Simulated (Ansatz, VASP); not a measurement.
Be in VASP and in Ansatz

```
Be
1.0
     3.74681    0.00000    0.00000
     0.00000    3.74681    0.00000
     0.00000    0.00000    2.28128
Be
4
Cartesian
  2.9629 0.7835 1.1674
  0.6944 2.9890 1.0997
  2.6691 2.6387 -0.0121
  1.1074 1.0974 0.0201
```

Change from the starting cell: atoms moved at random, drawn with an rms of 0.05 Å.

Alike in both runs: task single point; functional PBE; k mesh 7 × 7 × 12; occupations fermi-dirac, width 0.05 eV; no spin polarisation.

|  | VASP | Ansatz |
| --- | --- | --- |
| version | VASP 6.6.1 | Ansatz 0.2.0 |
| potentials or method | VASP PAW PBE potentials, release 64 (Be) | Ansatz PAW |
| plane-wave cutoff (eV) | 520 | 420 |
| valence electrons in the cell | 8 | 8 |

```csv
,VASP,Ansatz,Ansatz less VASP
gap on the k mesh at the Fermi level (eV),none,none,-
pressure (GPa),0.5,0.4,-0.15
largest component of the traceless stress (GPa),1.37,1.37,-0.003
rms of the force components (eV/Å),0.299,0.297,-0.0019
```

Atom by atom the forces differ by 0.003 eV/Å (rms over components). A gap of «none» marks a metal or a gap that the smearing closes.
